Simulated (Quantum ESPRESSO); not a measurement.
Crystal: ScAl3.

```
Sc Al
1.0
     4.08781    0.00000    0.00000
     0.00000    4.08781    0.00000
     0.00000    0.00000    4.08781
Sc Al
1 3
Direct
  0.00000 0.00000 0.00000
  0.50000 0.50000 0.00000
  0.00000 0.50000 0.50000
  0.50000 0.00000 0.50000
```

The cell is a database's computed one.

```yaml
Program: Quantum ESPRESSO 7.5
Task: phonons
Functional: WC
Potentials_or_basis: SPMS 1.0 PBE
Cutoff: 952 eV
Density_cutoff: 3810 eV
k_mesh: 8 × 8 × 8
Occupations: cold, width 0.2 eV
Spin: no spin polarisation
Mixing_beta: 0.5
Most_SCF_iterations: 120
SCF_threshold: 8e-10 Ry
Mixing_ndim: 12
```

The cell and the atoms were relaxed first, to 17.01 Å³/atom (a = 4.082 Å, b = 4.082 Å, c = 4.082 Å, α = 90.00°, β = 90.00°, γ = 90.00°), and the response was taken there.

At Γ the optical frequencies are 242 242 242 256 256 256 335 335 335 cm⁻¹, at a pressure of 0.0 GPa.

Question: How do the modes respond when the cell is scaled evenly, at fixed shape?

Answer: The highest mode has a Grüneisen parameter of 1.61 and moves by +6.0 cm⁻¹ per GPa. None of the listed modes softens on compression. The pressures give a bulk modulus of about 90 GPa.

Frequencies at 99 % and 101 % of the volume (pressures 0.9 and -0.9 GPa), ions relaxed:
| mode | 99 % (cm⁻¹) | 101 % (cm⁻¹) | Grüneisen parameter |
| --- | --- | --- | --- |
| 4 | 246.3 | 238.1 | 1.71 |
| 5 | 246.3 | 238.1 | 1.71 |
| 6 | 246.3 | 238.1 | 1.71 |
| 7 | 260.4 | 252.5 | 1.55 |
| 8 | 260.4 | 252.5 | 1.55 |
| 9 | 260.4 | 252.5 | 1.55 |
| 10 | 340.1 | 329.3 | 1.61 |
| 11 | 340.1 | 329.3 | 1.61 |
| 12 | 340.1 | 329.3 | 1.61 |

Modes are matched by their order; those that don't vary smoothly over the three volumes are left out.

Caveat: the potentials were made for another functional, which shifts forces and pressure.
